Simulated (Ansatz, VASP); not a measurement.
## SiC214: VASP beside Ansatz

Wanted: the spread between two codes on one cell, functional and k mesh. The cell is taken from a series of runs on this material, whose earlier steps may have relaxed, scaled, displaced or heated it; both programs get it as it stands.

Program: Ansatz 0.2.0. Level of theory: plane waves, with VASP 6.6.1 beside it; single point at PBE. Results are calculated unless marked as measured.

### 1. The starting structure

The cell holds 215 atoms: 214 C and 1 Si. Cell: a = 10.715 Å, b = 10.715 Å, c = 10.715 Å, α = 90.0°, β = 90.0°, γ = 90.0°. It derives from C (C (Fd-3m)). Nearest the centre at fractional (0.375, 0.375, 0.375): Si215 at 0.00 Å, C16 at 1.99 Å, C31 at 1.99 Å, C78 at 1.99 Å, C105 at 1.99 Å, C106 at 1.99 Å, C107 at 1.99 Å, C35 at 2.68 Å.

### 2. Ansatz: single point, PBE

Ansatz runs on its default PAW (the set named soft_2) files.

A single point gives forces, pressure and levels at one fixed geometry, so differences don't come from the geometry; what else differs is listed under the comparison.

Contents of input.yaml:

```yaml
crystal:
  lattice:
    - [10.71468708, 0.0, 0.0]
    - [0.0, 10.71468708, 0.0]
    - [0.0, 0.0, 10.71468708]
  atoms:
    - { symbol: C, position: [0.0007428439, 0.00073517238, 0.000620546] }
    - { symbol: C, position: [0.00174602172, 0.16785415021, 0.1677397087] }
    - { symbol: C, position: [0.16786233584, 0.00173928443, 0.16774005568] }
    - { symbol: C, position: [0.16786266152, 0.16785498707, 0.00162400708] }
    - { symbol: C, position: [0.084442517, 0.08443480179, 0.08431984036] }
    - { symbol: C, position: [0.08560758339, 0.25192291262, 0.25180851658] }
    - { symbol: C, position: [0.25193199411, 0.08560035097, 0.25180882221] }
    - { symbol: C, position: [0.25193136245, 0.25192346549, 0.08548537514] }
    - { symbol: C, position: [0.00083787284, 0.00082967271, 0.33383894132] }
    - { symbol: C, position: [8.56632e-06, 0.16685257311, 0.50078594322] }
    - { symbol: C, position: [0.16686074455, 6.425e-08, 0.50078619011] }
    - { symbol: C, position: [0.16988940899, 0.16988142581, 0.33582005689] }
    - { symbol: C, position: [0.08407907636, 0.08407071969, 0.41774850798] }
    - { symbol: C, position: [0.08158820768, 0.24979529075, 0.5854567127] }
    - { symbol: C, position: [0.24980302633, 0.08158080539, 0.58545685865] }
    - { symbol: C, position: [0.24898855642, 0.24898270938, 0.42652240764] }
    - { symbol: C, position: [0.00011884668, 0.0001110177, 0.66719446008] }
    - { symbol: C, position: [0.00043388678, 0.16693427172, 0.83421678126] }
    - { symbol: C, position: [0.1669416185, 0.00042593729, 0.83421685419] }
    - { symbol: C, position: [0.16643795286, 0.16643016482, 0.66784216244] }
    - { symbol: C, position: [0.08337538134, 0.08336763414, 0.75098044323] }
    - { symbol: C, position: [0.08402216892, 0.25050241823, 0.91771746435] }
    - { symbol: C, position: [0.25050958745, 0.08401481026, 0.9177174384] }
    - { symbol: C, position: [0.24992446375, 0.24991676382, 0.75076538493] }
    - { symbol: C, position: [0.00083731956, 0.33395406074, 0.00071466267] }
    - { symbol: C, position: [7.58644e-06, 0.50090061319, 0.16673788044] }
    - { symbol: C, position: [0.16988784991, 0.33593415063, 0.16976499674] }
    - { symbol: C, position: [0.16685942886, 0.50090060991, -0.00011516108] }
    - { symbol: C, position: [0.08407846775, 0.41786220502, 0.08395686702] }
    - { symbol: C, position: [0.08158702039, 0.5855714114, 0.24968084637] }
    - { symbol: C, position: [0.24898857155, 0.42663714713, 0.24886523857] }
    - { symbol: C, position: [0.24980259596, 0.58557138725, 0.08146495065] }
    - { symbol: C, position: [0.00061915435, 0.33407849695, 0.33396362659] }
    - { symbol: C, position: [-0.00051825735, 0.50044070245, 0.5003254295] }
    - { symbol: C, position: [0.1644757193, 0.33317805818, 0.50358152091] }
    - { symbol: C, position: [0.16447527572, 0.50369670015, 0.33306191112] }
    - { symbol: C, position: [0.08297006089, 0.41730714552, 0.41719175827] }
    - { symbol: C, position: [0.08240687593, 0.58392591741, 0.58381104667] }
    - { symbol: C, position: [0.24666668246, 0.41717918352, 0.58577331616] }
    - { symbol: C, position: [0.24666746702, 0.5858887897, 0.41706265822] }
    - { symbol: C, position: [-0.0009531635, 0.33345515018, 0.66789412794] }
    - { symbol: C, position: [-0.00051857331, 0.50038518929, 0.83371825395] }
    - { symbol: C, position: [0.16671392152, 0.33365010432, 0.83406552385] }
    - { symbol: C, position: [0.16479173761, 0.50056078672, 0.66866084878] }
    - { symbol: C, position: [0.08235490976, 0.41690044358, 0.75120217412] }
    - { symbol: C, position: [0.08306424567, 0.58389074721, 0.91657678783] }
    - { symbol: C, position: [0.25021176676, 0.41710209306, 0.91689544755] }
    - { symbol: C, position: [0.2494626365, 0.58350346467, 0.7502410773] }
    - { symbol: C, position: [0.00011821263, 0.6673089754, -3.55117e-06] }
    - { symbol: C, position: [0.00043339539, 0.83433125374, 0.16681910713] }
    - { symbol: C, position: [0.16643650468, 0.6679556602, 0.16631509908] }
    - { symbol: C, position: [0.16694135253, 0.83433084282, 0.00031096325] }
    - { symbol: C, position: [0.08337536394, 0.75109460556, 0.08325276259] }
    - { symbol: C, position: [0.08402194623, 0.91783245961, 0.25038670658] }
    - { symbol: C, position: [0.24992387705, 0.75088073752, 0.24980087281] }
    - { symbol: C, position: [0.25050868975, 0.91783239049, 0.08389899592] }
    - { symbol: C, position: [-0.00095358519, 0.66800832757, 0.33333989829] }
    - { symbol: C, position: [-0.00051816982, 0.83383262197, 0.50027011854] }
    - { symbol: C, position: [0.16479212531, 0.66877487886, 0.50044540353] }
    - { symbol: C, position: [0.16671349527, 0.83418079479, 0.33353496557] }
    - { symbol: C, position: [0.08235469839, 0.75131654333, 0.41678521906] }
    - { symbol: C, position: [0.08306451971, 0.91669117464, 0.5837758397] }
    - { symbol: C, position: [0.24946264422, 0.75035554756, 0.58338829787] }
[... 36 lines left out ...]
    - { symbol: C, position: [0.50370498989, 0.33317874175, 0.16435124251] }
    - { symbol: C, position: [0.50044792709, 0.50044055942, -0.00064050071] }
    - { symbol: C, position: [0.41731516362, 0.41730765042, 0.08284688781] }
    - { symbol: C, position: [0.4171867629, 0.58588960209, 0.24654351951] }
    - { symbol: C, position: [0.58589803719, 0.41717871505, 0.2465433976] }
    - { symbol: C, position: [0.5839340529, 0.58392629092, 0.08228532519] }
    - { symbol: C, position: [0.3237266125, 0.50137461367, 0.50125749334] }
    - { symbol: C, position: [0.50138296069, 0.3237180299, 0.50125772638] }
    - { symbol: C, position: [0.50138213626, 0.50137498586, 0.32360246894] }
    - { symbol: C, position: [0.4144294969, 0.58047428275, 0.58035859192] }
    - { symbol: C, position: [0.5804837224, 0.41442061138, 0.58036048531] }
    - { symbol: C, position: [0.58048360497, 0.58047592791, 0.41430682534] }
    - { symbol: C, position: [0.33305814139, 0.33304993234, 0.66727767407] }
    - { symbol: C, position: [0.33326118279, 0.50015132064, 0.83323009915] }
    - { symbol: C, position: [0.50015902515, 0.33325385435, 0.83322982934] }
    - { symbol: C, position: [0.49844013978, 0.49843170848, 0.66464010337] }
    - { symbol: C, position: [0.41628485089, 0.41627714272, 0.74962815635] }
    - { symbol: C, position: [0.41671379147, 0.58365054658, 0.91605973393] }
    - { symbol: C, position: [0.58365758102, 0.41670671045, 0.91606000931] }
    - { symbol: C, position: [0.58250877244, 0.5825014728, 0.74850098097] }
    - { symbol: C, position: [0.33346208379, 0.66800874206, -0.00107635417] }
    - { symbol: C, position: [0.33365722418, 0.83418138164, 0.16659096636] }
    - { symbol: C, position: [0.50056717493, 0.66877631914, 0.16466913287] }
    - { symbol: C, position: [0.50039263636, 0.83383337533, -0.00064113185] }
    - { symbol: C, position: [0.416908107, 0.75131722016, 0.08223208728] }
    - { symbol: C, position: [0.41711014583, 0.91701112933, 0.25008902366] }
    - { symbol: C, position: [0.58351168053, 0.7503561963, 0.24934025325] }
    - { symbol: C, position: [0.58389749531, 0.91669194632, 0.08294249333] }
    - { symbol: C, position: [0.33305759984, 0.66739330708, 0.33293408726] }
    - { symbol: C, position: [0.33326170028, 0.83334540185, 0.50003640587] }
    - { symbol: C, position: [0.4984403485, 0.66475531823, 0.49831733425] }
    - { symbol: C, position: [0.50015959417, 0.83334582159, 0.33313884512] }
    - { symbol: C, position: [0.41628522511, 0.74974431084, 0.41616210974] }
    - { symbol: C, position: [0.4167137983, 0.91617522046, 0.583535324] }
    - { symbol: C, position: [0.58250887069, 0.74861631346, 0.58238656361] }
    - { symbol: C, position: [0.58365760231, 0.91617504025, 0.41659135722] }
    - { symbol: C, position: [0.33250053752, 0.66628421125, 0.66617017884] }
    - { symbol: C, position: [0.33334441885, 0.83347017326, 0.83335490555] }
    - { symbol: C, position: [0.49986257855, 0.66634232212, 0.8324083839] }
    - { symbol: C, position: [0.49986219089, 0.83252344033, 0.66622673031] }
    - { symbol: C, position: [0.41640964786, 0.74952630235, 0.74941075883] }
    - { symbol: C, position: [0.41702676178, 0.91688652074, 0.91677099875] }
    - { symbol: C, position: [0.58342955991, 0.74993031686, 0.91590966301] }
    - { symbol: C, position: [0.58342973102, 0.91602452823, 0.74981534523] }
    - { symbol: C, position: [0.66731663431, 0.00011145945, -3.08311e-06] }
    - { symbol: C, position: [0.6679633761, 0.16643026019, 0.16631535474] }
    - { symbol: C, position: [0.83433894146, 0.0004262131, 0.16681922814] }
    - { symbol: C, position: [0.83433852925, 0.16693452586, 0.00031123923] }
    - { symbol: C, position: [0.75110237553, 0.08336838357, 0.08325360325] }
    - { symbol: C, position: [0.75088923603, 0.24991595715, 0.24980114451] }
    - { symbol: C, position: [0.917840445, 0.08401379926, 0.25038724273] }
    - { symbol: C, position: [0.91784026177, 0.25050150196, 0.08389943252] }
    - { symbol: C, position: [0.66801665832, -0.00096098553, 0.33334044379] }
    - { symbol: C, position: [0.66878389475, 0.16478412855, 0.50044641514] }
    - { symbol: C, position: [0.83384180159, -0.00052639056, 0.5002704904] }
    - { symbol: C, position: [0.83418869379, 0.16670541973, 0.33353502131] }
    - { symbol: C, position: [0.75132525257, 0.0823468014, 0.41678609892] }
    - { symbol: C, position: [0.75036429025, 0.24945499618, 0.58338945097] }
    - { symbol: C, position: [0.91669929756, 0.08305669091, 0.58377592088] }
    - { symbol: C, position: [0.91701879034, 0.25020425947, 0.41698745023] }
    - { symbol: C, position: [0.66699608869, -0.00073925567, 0.6668734309] }
    - { symbol: C, position: [0.66730671107, 0.1664659183, 0.8335503352] }
    - { symbol: C, position: [0.83372868631, 6.632408e-05, 0.8336061144] }
    - { symbol: C, position: [0.83367332973, 0.16646536615, 0.66718453199] }
    - { symbol: C, position: [0.75025276123, 0.08304694616, 0.75013084812] }
    - { symbol: C, position: [0.7508896823, 0.24997134914, 0.91640835194] }
    - { symbol: C, position: [0.91724798926, 0.08357815516, 0.91712614567] }
    - { symbol: C, position: [0.91653058811, 0.24997092732, 0.75076762354] }
    - { symbol: C, position: [0.66801596967, 0.33345567209, -0.00107614895] }
    - { symbol: C, position: [0.66878379526, 0.50056053787, 0.1646695943] }
    - { symbol: C, position: [0.83418887999, 0.33364996493, 0.16659085202] }
    - { symbol: C, position: [0.83384079048, 0.50038550812, -0.00064091292] }
    - { symbol: C, position: [0.75132483022, 0.41690087944, 0.08223265227] }
    - { symbol: C, position: [0.75036372038, 0.58350357307, 0.24934057464] }
    - { symbol: C, position: [0.91701872768, 0.41710212201, 0.25008965222] }
    - { symbol: C, position: [0.91669916191, 0.58389059579, 0.0829428535] }
    - { symbol: C, position: [0.66740307367, 0.33304948578, 0.33293383301] }
    - { symbol: C, position: [0.66476297482, 0.49843231624, 0.49831770091] }
    - { symbol: C, position: [0.83335352817, 0.33325370132, 0.5000369665] }
    - { symbol: C, position: [0.83335326996, 0.5001519159, 0.33313890811] }
    - { symbol: C, position: [0.74975230031, 0.41627717372, 0.41616297659] }
    - { symbol: C, position: [0.74862492842, 0.58250087683, 0.58238656337] }
    - { symbol: C, position: [0.91618337818, 0.41670595279, 0.58353578573] }
    - { symbol: C, position: [0.91618259594, 0.58364986608, 0.41659083879] }
    - { symbol: C, position: [0.66629239584, 0.33249300664, 0.66617021291] }
    - { symbol: C, position: [0.66634954433, 0.49985490985, 0.83240867189] }
    - { symbol: C, position: [0.83347757818, 0.333337002, 0.83335507819] }
    - { symbol: C, position: [0.83253114125, 0.49985394716, 0.66622662531] }
    - { symbol: C, position: [0.74953431144, 0.41640259014, 0.74941152416] }
    - { symbol: C, position: [0.74993741817, 0.58342226617, 0.91591035073] }
    - { symbol: C, position: [0.9168937782, 0.41701938322, 0.91677127614] }
    - { symbol: C, position: [0.91603210617, 0.58342178307, 0.74981503629] }
    - { symbol: C, position: [0.66699500821, 0.66698866562, -0.00085387458] }
    - { symbol: C, position: [0.66730619184, 0.83366514522, 0.16635062565] }
    - { symbol: C, position: [0.83367172191, 0.66729889271, 0.16635078028] }
    - { symbol: C, position: [0.83372838204, 0.83372088312, -4.845306e-05] }
    - { symbol: C, position: [0.75025225908, 0.75024506022, 0.08293200087] }
    - { symbol: C, position: [0.75089006883, 0.91652304175, 0.24985614056] }
    - { symbol: C, position: [0.91653012024, 0.75088168942, 0.24985626019] }
    - { symbol: C, position: [0.91724809568, 0.91724052292, 0.08346297006] }
    - { symbol: C, position: [0.66629205231, 0.66628440213, 0.33237925843] }
    - { symbol: C, position: [0.66634962192, 0.83252361739, 0.49973955838] }
    - { symbol: C, position: [0.83253098394, 0.66634140436, 0.49973918447] }
    - { symbol: C, position: [0.83347718161, 0.83346962146, 0.33322163668] }
    - { symbol: C, position: [0.74953406245, 0.74952597857, 0.41628711236] }
    - { symbol: C, position: [0.74993784377, 0.9160246946, 0.58330702538] }
    - { symbol: C, position: [0.91603221131, 0.74992965128, 0.58330693237] }
    - { symbol: C, position: [0.91689396322, 0.91688560162, 0.41690437523] }
    - { symbol: C, position: [0.66592935652, 0.66592097358, 0.66580572518] }
    - { symbol: C, position: [0.66678578309, 0.83311541136, 0.83300055372] }
    - { symbol: C, position: [0.8331227651, 0.66677805528, 0.83300058064] }
    - { symbol: C, position: [0.83312336606, 0.83311531263, 0.66666305292] }
    - { symbol: C, position: [0.74962801972, 0.749620542, 0.74950591014] }
    - { symbol: C, position: [0.75029723881, 0.91663542673, 0.91652046771] }
    - { symbol: C, position: [0.91664280827, 0.75028971588, 0.91652065555] }
    - { symbol: C, position: [0.91664286488, 0.91663512474, 0.75017525088] }
    - { symbol: Si, position: [0.37519114915, 0.37518409515, 0.37506546645] }
  host:
    repeats: [3, 3, 3]
    atoms:
      - { symbol: C, position: [0.0, 0.0, 0.0] }
      - { symbol: C, position: [0.0, 0.5, 0.5] }
      # ... 6 more atoms of the perfect host
basis:
  ecutwfc: 420
  xc_grid: 2
hamiltonian:
  xc: pbe
kpoints:
  mp_grid: { grid: [1, 1, 1] }
magnetization:
  spin_polarized: true
  initial_magnetization: 2
  spin_locking: { lock_magnetization: hard }
scf:
  occupations: { method: fermi_dirac, width: 0.01 }
  max_iter: 80
  n_extra_bands: 16
  lower_state_search: "off"
output:
  forces: true
checkpoint:
  read: "../exc.ground.q0_M2.run"
  write: "../exc0_q0_M2.ground.l0.5.run"
  compress: false
  write_wavefunctions: false
  write_every: 100000
```

Started as:

```bash
> ansatz run input.yaml --threads 4 --pin off --max-ram 18841MiB --backend cpu --events-out ev --progress --plain --runs-dir out
```

Output:

```text
Warning: the atoms were moved onto the symmetric positions of the space group found under crystal.symmetry.tolerance 1.0e-5 (fractional; no operation is sought that the atoms, as they stand in a round, miss by more than twice it, and no atom is moved by as much as it), and the run uses the moved positions. Before a round's move an operation carried an atom to 1.81e-4 Å from where it should land, the largest such dist [...]
[...]
atom  51  C      0.01720416    -0.01991364     0.01720416
  atom  52  C      0.01189760    -0.00481966     0.00176208
  atom  53  C     -0.01099703     0.00342387    -0.01099703
  atom  54  C      0.00257449    -0.00159710     0.00494096
  atom  55  C      0.01149892    -0.00493586     0.01149892
  atom  56  C      0.00494096    -0.00159710     0.00257449
  atom  57  C      0.01798564    -0.00497238     0.00734006
  atom  58  C     -0.00312435    -0.00019134     0.01002341
  atom  59  C     -0.01424400     0.01515436     0.00676816
  atom  60  C     -0.00511480     0.00850098    -0.01062493
  atom  61  C      0.00497238    -0.01798564    -0.00734006
  atom  62  C      0.00882128    -0.00191595     0.00154844
  atom  63  C     -0.00808733     0.00440350     0.01585843
  atom  64  C      0.00560636    -0.00388995     0.00146758
  atom  65  C     -0.00342387     0.01099703     0.01099703
  atom  66  C      0.00272947     0.00255901     0.00255901
  atom  67  C     -0.00154844    -0.00882128     0.00191595
  atom  68  C     -0.00154844     0.00191595    -0.00882128
  atom  69  C     -0.00066313    -0.00361186    -0.00361186
  atom  70  C     -0.01107221     0.00178753     0.00178753
  atom  71  C     -0.01002341     0.00312435     0.00019134
  atom  72  C     -0.01002341     0.00019134     0.00312435
  atom  73  C     -0.01763320     0.00929540     0.00929540
  atom  74  C     -0.03406866    -0.03160869    -0.03160869
[...]
atom 208  C      0.01107221    -0.00178753    -0.00178753
  atom 209  C     -0.00178753     0.01107221    -0.00178753
  atom 210  C     -0.00178753    -0.00178753     0.01107221
  atom 211  C      0.00232304     0.00232304     0.00232304
  atom 212  C     -0.00272947    -0.00255901    -0.00255901
  atom 213  C     -0.00255901    -0.00272947    -0.00255901
  atom 214  C     -0.00255901    -0.00255901    -0.00272947
  atom 215  Si     0.00000000    -0.00000000    -0.00000000
  max |Σ_I F_I| component: 3.21e-17 eV/Å
```

[end of part 1 of 2]

[Lines on the potential files, build, host, timing and source positions are cut from VASP's logs without a mark.]

[Logs are printed without paths, hosts, clocks, repeated set-up lines and the standing remarks that a program may print on its own settings, such as how far it seeks lower states.]

[Hosts, paths, dates, database ids (printed as entryN), source tags and the programs' standing remarks are cut or masked in the printed files.]
